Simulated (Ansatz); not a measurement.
Crystal: CoPtO2.

```xyz
4
Lattice="1.4123 0.8154 5.9394 -1.4123 0.8154 5.9394 0.0000 -1.6307 5.9394" Properties=species:S:1:pos:R:3 pbc="T T T"
Pt    0.0000    0.0000    0.0000
Co    0.0000    0.0000    8.9091
O     0.0000    0.0000    2.0000
O     0.0000    0.0000   15.8182
```

The cell is a database's computed one.

Program: Ansatz 0.2.0. Alike in all runs: level PBE; potentials or basis Ansatz PAW; cell as given; k mesh 11 × 11 × 11; cutoff (eV) 420; smearing fermi-dirac 0.05 eV. Hardware: 2 threads of Arm Neoverse V2 (shared host).

Order these runs on this cell by their wall time, lowest first.
A. task single point; spin collinear, random start
B. task single point; spin off
C. task band structure; spin non-collinear, ferromagnetic start, SOC; points for each segment of the path 14

B (5.6 s), A (18 s), C (480 s).

Caveats: the starting moments weren't kept (some runs); an odd number of electrons without spin polarisation forces a metal (some runs); a magnetic or distorted state may lie lower (some runs).
